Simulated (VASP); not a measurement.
Write the native input for VASP 6.6.1 that does the following.

| Item | Value |
| --- | --- |
| Task | relaxation of cell and atoms |
| Functional | PBE |
| Dispersion | D3(BJ) |
| Potentials or basis | VASP PAW PBE potentials, release 64 (Ga_d, As) |
| Cutoff | 600 eV |
| k mesh | 10 × 10 × 10 |
| Occupations | gaussian, width 0.02 eV |
| Spin | no spin polarisation |
| Further INCAR settings | ALGO = Normal; EDIFF = 1e-06; IBRION = 2; EDIFFG = -0.005; NSW = 40; ISIF = 3 |

The structure of GaAs lies in POSCAR:

```
GaAs
1.0
    0.0000000000      2.8350000000      2.8350000000
    2.8350000000      0.0000000000      2.8350000000
    2.8350000000      2.8350000000      0.0000000000
Ga As
1 1
Direct
    0.0000000000      0.0000000000      0.0000000000
    0.2500000000      0.2500000000      0.2500000000
```

The cell was built by a generator and needn't be a form met in nature.

The input as run:

INCAR

```
ALGO = Normal
EDIFF = 1E-6
EDIFFG = -0.005
ENCUT = 600
GGA = PE
IBRION = 2
ISIF = 3
ISMEAR = 0
IVDW = 12
LASPH = True
LCHARG = False
LREAL = False
LWAVE = False
NELM = 120
NSW = 40
PREC = Accurate
SIGMA = 0.02
```

KPOINTS

```
k-points
0
Gamma
  10 10 10
```

Potentials or basis: VASP PAW PBE potentials, release 64 (Ga_d, As).

The run is started by

```bash
$ cat potpaw_PBE.64/Ga_d/POTCAR potpaw_PBE.64/As/POTCAR > POTCAR
$ mpirun -np 1 vasp_std > vasp.out
```

It gave:

The relaxed volume is 22.91 Å³/atom and the relaxed cell is a = 4.017 Å, b = 4.017 Å, c = 4.017 Å, α = 60.00°, β = 60.00°, γ = 60.00°. The space group after relaxing (to 0.05 Å) is F-43m (No. 216). The energy gained by relaxing is 0.1 meV/atom, the ionic steps are 3 and the pressure after relaxing is 0.0 GPa. The band gap on the k mesh is 0.42 eV, direct and the dispersion energy per atom is -0.320 eV.

It took 20 s on 1 thread of Intel(R) Xeon(R) 6975P-C (Granite Rapids), with other jobs on the host, peak memory 0.21 GiB.
